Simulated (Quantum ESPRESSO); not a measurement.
A calculation with Quantum ESPRESSO 7.5 of V (ASE script, Cartesian positions):

Contents of run.py:

```python
import numpy as np
from ase.calculators.espresso import Espresso, EspressoProfile
from ase.io import read

atoms = read('V.xyz')
atoms.set_initial_magnetic_moments([2.0])

input_data = {
    'control': {'calculation': 'scf', 'prefix': 'pwscf', 'outdir': './tmp', 'tprnfor': True, 'tstress': True, 'disk_io': 'nowf'},
    'system': {'ecutwfc': 55.0, 'ecutrho': 440.0, 'nbnd': 15, 'occupations': 'smearing', 'smearing': 'fd', 'degauss': 0.00367493, 'nspin': 2},
    'electrons': {'conv_thr': 2e-10, 'electron_maxstep': 120, 'mixing_beta': 0.3},
}
pseudopotentials = {'V': 'v_pbe_v1.4.uspp.F.UPF'}
profile = EspressoProfile(command='pw.x', pseudo_dir='pseudo')
atoms.calc = Espresso(profile=profile, input_data=input_data, pseudopotentials=pseudopotentials, kpts=(12, 12, 12), koffset=(0, 0, 0))

print(f'energy {atoms.get_potential_energy():.8f} eV')
print('forces (eV/A)')
print(np.round(atoms.get_forces(), 6))
print('stress (eV/A^3, Voigt)')
print(np.round(atoms.get_stress(), 8))
print(f'Fermi level {atoms.calc.get_fermi_level():.4f} eV')
```

Contents of V.xyz:

```xyz
1
Lattice="-1.5143500000 1.5143500000 1.5143500000 1.5143500000 -1.5143500000 1.5143500000 1.5143500000 1.5143500000 -1.5143500000" Properties=species:S:1:pos:R:3 pbc="T T T"
V      0.0000000000      0.0000000000      0.0000000000
```

Potentials or basis: SSSP 1.3 efficiency PBE.

Command:

```console
$ OMP_NUM_THREADS=1 python run.py
```

Write the same calculation in another form: native input, structure typed inline.

As run:

Contents of pw.in:

```
&CONTROL
  calculation = 'scf'
  prefix = 'pwscf'
  outdir = './tmp'
  pseudo_dir = './pseudo'
  tprnfor = .true.
  tstress = .true.
  disk_io = 'low'
/
&SYSTEM
  ibrav = 0
  nat = 1
  ntyp = 1
  ecutwfc = 55
  ecutrho = 440
  nbnd = 15
  occupations = 'smearing'
  smearing = 'fd'
  degauss = 0.00367493
  nspin = 2
  starting_magnetization(1) = 0.1538
/
&ELECTRONS
  conv_thr = 2d-10
  electron_maxstep = 120
  mixing_beta = 0.3
/
ATOMIC_SPECIES
V     50.9415 v_pbe_v1.4.uspp.F.UPF
CELL_PARAMETERS angstrom
  -1.5143500000    1.5143500000    1.5143500000
   1.5143500000   -1.5143500000    1.5143500000
   1.5143500000    1.5143500000   -1.5143500000
ATOMIC_POSITIONS crystal
V      0.0000000000    0.0000000000    0.0000000000
K_POINTS automatic
12 12 12 0 0 0
```

Contents of pp_density.in:

```
&INPUTPP
  prefix = 'pwscf'
  outdir = './tmp'
  filplot = 'density.dat'
  plot_num = 0
/
&PLOT
  nfile = 1
  filepp(1) = 'density.dat'
  iflag = 3
  output_format = 6
  fileout = 'density.cube'
/
```

pp_potential.in

```
&INPUTPP
  prefix = 'pwscf'
  outdir = './tmp'
  filplot = 'potential.dat'
  plot_num = 11
/
&PLOT
  nfile = 1
  filepp(1) = 'potential.dat'
  iflag = 3
  output_format = 6
  fileout = 'potential.cube'
/
```

File pp_spin.in:

```
&INPUTPP
  prefix = 'pwscf'
  outdir = './tmp'
  filplot = 'spin.dat'
  plot_num = 6
/
&PLOT
  nfile = 1
  filepp(1) = 'spin.dat'
  iflag = 3
  output_format = 6
  fileout = 'spin.cube'
/
```

Potentials or basis: SSSP 1.3 efficiency PBE.

The run is started by

```bash
$ OMP_NUM_THREADS=1 pw.x -in pw.in > pw.out
$ OMP_NUM_THREADS=1 pp.x -in pp_density.in > pp_density.out
$ OMP_NUM_THREADS=1 pp.x -in pp_potential.in > pp_potential.out
$ OMP_NUM_THREADS=1 pp.x -in pp_spin.in > pp_spin.out
```

Both were run:

|  | ASE script, Cartesian positions | native input, structure typed inline |
| --- | --- | --- |
| Pressure | -5.5 GPa | -5.5 GPa |
| Band gap on the k mesh | none (metal or under the smearing width) | none (metal or under the smearing width) |
| Net moment | 0.00 μB per cell | 0.00 μB per cell |
| Absolute moment | 0.00 μB per cell | 0.00 μB per cell |
| Valence electrons inside the program's atomic spheres | V 11.31 | V 11.31 |

Keys that steer only the numerical path or the files written may differ.
